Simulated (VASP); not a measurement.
# P (P2/m) in VASP: notebook, part 2 of 2

VASP 6.6.1. The steps go on from the part before.

### Step 4. Single point, PBE

Input file INCAR:

```
PREC = Accurate
ENCUT = 460
EDIFF = 0.001
ISMEAR = 0
SIGMA = 0.1
LREAL = False
LASPH = True
NELM = 100
ALGO = Normal
ISIF = 2
LWAVE = False
LCHARG = False
GGA = PE
ADDGRID = False
```

Input file KPOINTS:

```
regular mesh
0
Gamma
  14 14 7
```

Input file POSCAR:

```
P
1.0
    2.4246941115      0.0000000000      0.0000000000
    0.0000000000      2.4385351442      0.0000000000
   -0.0203144631      0.0000000000      4.8524328982
P
2
Direct
   -0.0009640000     -0.0137570000      0.7520410000
    1.0088450000      0.0001830000      0.2407300000
```

Potentials or basis: VASP PAW PBE potentials, release 64 (P).

Command:

```sh
$ cat potpaw_PBE.64/P/POTCAR > POTCAR
$ mpirun -np 1 vasp_std > vasp.out
```

OUTCAR:

```text
PREC = Accurate
   ENCUT = 460
   EDIFF = 0.001
   ISMEAR = 0
   LREAL = False
   LASPH = True
   NELM = 100
   ISIF = 2
   GGA = PE

 Found    688 irreducible k-points:

 Following reciprocal coordinates:
            Coordinates               Weight
  0.000000  0.000000  0.000000      1.000000
  0.071429  0.000000  0.000000      2.000000
  0.142857  0.000000  0.000000      2.000000
  0.214286  0.000000  0.000000      2.000000
  0.285714  0.000000  0.000000      2.000000
  0.357143  0.000000  0.000000      2.000000
   k-points           NKPTS =    688   k-points in BZ     NKDIM =    688   number of bands    NBANDS=      9
   number of dos      NEDOS =    301   number of ions     NIONS =      2
   total plane-waves  NPLWV =  11664
   dimension x,y,z NGX =    18 NGY =   18 NGZ =   36
   dimension x,y,z NGXF=    36 NGYF=   36 NGZF=   72
   ions per type =               2
   NGX,Y,Z   is equivalent  to a cutoff of  12.34, 12.27, 12.33 a.u.
   NGXF,Y,Z  is equivalent  to a cutoff of  24.68, 24.54, 24.67 a.u.
 SYSTEM =  unknown system
   PREC   = accura    normal or accurate (medium, high low for compatibility)
   ISTART =      0    job   : 0-new  1-cont  2-samecut
   ICHARG =      2    charge: 1-file 2-atom 10-const
   ISPIN  =      1    spin polarized calculation?
   LNONCOLLINEAR =      F non collinear calculations
   LSORBIT =      F    spin-orbit coupling
   LASPH  =      T    aspherical Exc in radial PAW
   ENCUT  =  460.0 eV  33.81 Ry    5.81 a.u.   4.24  4.26  8.49*2*pi/ulx,y,z
   NELM   =    100;   NELMIN=  2; NELMDL= -5     # of ELM steps
   EDIFF  = 0.1E-02   stopping-criterion for ELM
   LREAL  =      F    real-space projection
   EDIFFG = 0.1E-01   stopping-criterion for IOM
   NSW    =      0    number of steps for IOM
   IBRION =     -1    ionic relax: 0-MD 1-quasi-New 2-CG
   NFREE  =      0    steps in history (QN), initial steepest desc. (CG)
   ISIF   =      2    stress and relaxation
   ISYM   =      2    0-nonsym 1-usesym 2-fastsym
   POTIM  = 0.5000    time-step for ionic-motion
   TEBEG  =    0.0;   TEEND  =   0.0 temperature during run
   PSTRESS=    0.0 pullay stress
   NELECT =      10.0000    total number of electrons
   NUPDOWN=      -1.0000    fix difference up-down
   EMIN   =  10.00;   EMAX   =-10.00  energy-range for DOS
   EFERMI =   0.00;   METHOD = LEGACY
   ISMEAR =     0;   SIGMA  =   0.10  broadening in eV -4-tet -1-fermi 0-gaus
   EFERMI_NEDOS =   21; number of points for ismear=-14 and -15
   IALGO  =     38    algorithm
   IMIX   =      4    mixing-type and parameters
     AMIX     =   0.40;   BMIX     =  1.00
     AMIX_MAG =   1.60;   BMIX_MAG =  1.00
  volume/ion in A,a.u.               =      14.35        96.81
  Fermi-wavevector in a.u.,A,eV,Ry     =   1.152107  2.177167 18.059715  1.327352
  Thomas-Fermi vector in A             =   2.288761
   LORBIT       =      0    0 simple, 1 ext, 2 COOP (PROOUT), +10 PAW based schemes
   GGA     = PE    functional components
   LHFCALC =     F    Hartree Fock is set to
   AEXX    =    0.0000 exact exchange contribution
   IVDW    =     0    specifies the selected vdW correction
   LEPSILON=     F    determine dielectric tensor
   LRPA    =     F    only Hartree local field effects (RPA)
 non-spin polarized calculation
 Gauss-broadening in eV      SIGMA  =   0.10
  energy-cutoff  :      460.00
  volume of cell :       28.69
 maximum number of plane-waves:       656
 NGX is ok and might be reduce to    18
   NGX =  9   NGY =  9   NGZ = 17

 number of electron      10.0000000 magnetization

 Free energy of the ion-electron system (eV)
  ---------------------------------------------------
  ext. energy  EPLUGINS =         0.00000000
  ---------------------------------------------------
  free energy    TOTEN  =       -10.53895674 eV

  energy without entropy =      -10.53561838  energy(sigma->0) =      -10.53728756

 E-fermi :   9.7886     XC(G=0): -11.3986

 val. band max:        9.7849539104   @ k =   0.0714   0.2857   0.4286
 cond. band min:       9.7894888685   @ k =   0.0714   0.2143   0.4286
 fundamental gap:      0.0045349581
 Fermi energy:         9.7885583145

 k-point     1 :       0.0000    0.0000    0.0000
  band No.  band energies     occupation
      1      -6.8712      2.00000
      2      -2.4227      2.00000
      3       1.0045      2.00000
      4      14.7346      0.00000
      5      14.9596      0.00000
      6      14.9846      0.00000
      7      16.5370      0.00000
      8      16.6050      0.00000
      9      17.7509      0.00000

 k-point     2 :       0.0714    0.0000    0.0000
  band No.  band energies     occupation
      1      -6.7526      2.00000
      2      -2.3036      2.00000
      3       1.1120      2.00000
      4      12.9776      0.00000
      5      14.8282      0.00000
      6      15.0620      0.00000
      7      16.1302      0.00000
      8      16.6435      0.00000
      9      17.8156      0.00000

 k-point     3 :       0.1429    0.0000    0.0000
  band No.  band energies     occupation
      1      -6.3988      2.00000
      2      -1.9476      2.00000
      3       1.4309      2.00000
      4      10.3856      0.00000
      5      13.7856      0.00000
      6      15.1067      0.00000
      7      15.3428      0.00000
      8      16.9185      0.00000
      9      18.0114      0.00000

 k-point     4 :       0.2143    0.0000    0.0000
  band No.  band energies     occupation
      1      -5.8156      2.00000
      2      -1.3586      2.00000
      3       1.9492      2.00000
      4       7.8853      2.00000
      5      11.4664      0.00000
      6      15.5547      0.00000
      7      15.7850      0.00000
      8      17.0392      0.00000
      9      17.3886      0.00000

 k-point     5 :       0.2857    0.0000    0.0000
  band No.  band energies     occupation
      1      -5.0175      2.00000
      2      -0.5451      2.00000
      3       2.6377      2.00000
      4       5.5639      2.00000
      5       9.2608      2.00000
      6      14.7022      0.00000
      7      16.1435      0.00000
      8      16.3839      0.00000
      9      17.9319      0.00000

 k-point     6 :       0.3571    0.0000    0.0000
  band No.  band energies     occupation
      1      -4.0408      2.00000
      2       0.4734      2.00000
      3       3.3841      2.00000
      4       3.5314      2.00000
      5       7.2286      2.00000
      6      12.7166      0.00000
      7      16.8058      0.00000
      8      17.0426      0.00000
      9      18.5078      0.00000

 [... further k-points ...]

------------------------ aborting loop because EDIFF is reached ----------------------------------------

  FORCE on cell =-STRESS in cart. coord.  units (eV):
  Direction    XX          YY          ZZ          XY          YZ          ZX
  --------------------------------------------------------------------------------------
  -------------------------------------------------------------------------------------
  Total        0.6687985      0.5074044      0.6319454     -0.0188773     -0.0163344      0.0124411
  in kB       37.3474005     28.3347416     35.2894304     -1.0541575     -0.9121569      0.6947418
  external PRESSURE =      33.6571908 kB  Pullay stress =       0.0000000 kB

 VOLUME and BASIS-vectors are now :
 -----------------------------------------------------------------------------
  energy-cutoff  :      460.00
  volume of cell :       28.69
      direct lattice vectors                 reciprocal lattice vectors
     2.424694112  0.000000000  0.000000000     0.412423157  0.000000000  0.001726589
     0.000000000  2.438535144  0.000000000     0.000000000  0.410082259  0.000000000
    -0.020314463  0.000000000  4.852432898     0.000000000  0.000000000  0.206082190

 POSITION                                       TOTAL-FORCE (eV/Angst)
 -----------------------------------------------------------------------------------
      2.40708      2.40499      3.64923         0.036343      0.053589      0.004154
      0.01656      0.00045      1.16813        -0.036343     -0.053589     -0.004154
 -----------------------------------------------------------------------------------
    total drift:                               -0.000000      0.000000     -0.000000

  FREE ENERGIE OF THE ION-ELECTRON SYSTEM (eV)
  ---------------------------------------------------
  free  energy   TOTEN  =       -10.5389567390 eV

  energy  without entropy=      -10.5356183820  energy(sigma->0) =      -10.53728756
```

stdout:

```text
POSCAR found type information on POSCAR P
 POSCAR found :  1 types and       2 ions
 scaLAPACK will be used
 LDA part: xc-table for (Slater+PW92), standard interpolation
 POSCAR, INCAR and KPOINTS ok, starting setup
 FFT: planning ... GRIDC
 FFT: planning ... GRID_SOFT
 FFT: planning ... GRID
 WAVECAR not read
 entering main loop
```

Wall time 58 s (1 thread of Intel Xeon Platinum 8259CL at 2.50GHz (Skylake/Cascade Lake), shared host); peak memory 0.23 GiB.

These settings aren't checked as converged: the numbers below hold their error.

What came out:

* Free energy: -10.5390 eV
* Pressure: 3.4 GPa
* Largest force: 0.065 eV/Å
* Band gap on the k mesh: none (metal or under the smearing width)

### Step 5. Single point, PBE

Edit INCAR of step 4 so:

```diff
@@ -2,3 +2,3 @@
 ENCUT = 460
-EDIFF = 0.001
+EDIFF = 1E-4
 ISMEAR = 0
```

KPOINTS is that of step 4.

Input file POSCAR:

```
P
1.0
    2.4246941115      0.0000000000      0.0000000000
    0.0000000000      2.4385351442      0.0000000000
   -0.0203144631      0.0000000000      4.8524328982
P
2
Direct
    0.0000000300      0.0000000000      0.7494253600
    0.9999999700      0.0000000000      0.2505746400
```

Command:

```sh
$ cat potpaw_PBE.64/P/POTCAR > POTCAR
$ mpirun -np 1 vasp_std > vasp.out
```

It took 80 s on 1 thread of Intel Xeon Platinum 8259CL at 2.50GHz (Skylake/Cascade Lake), shared host; peak memory 0.18 GiB.

The run converged, but some of its settings lie outside the range that counts as converged, so its numbers aren't taken as properties of the crystal.

Results:

```
Free energy            : -10.5421 eV
Pressure               : 2.4 GPa
Largest force          : 0.005 eV/Å
Band gap on the k mesh : none (metal or under the smearing width)
```

### Step 6. The reference run

An earlier run on the cell as given: functional PBE; potentials or basis VASP PAW PBE potentials, release 64 (P); cutoff 520 eV; k mesh 11 × 11 × 6; occupations fermi-dirac, width 0.05 eV; no spin polarisation.

* Pressure: 1.9 GPa
* Largest force: 0.005 eV/Å
* Band gap on the k mesh: none (metal or under the smearing width)
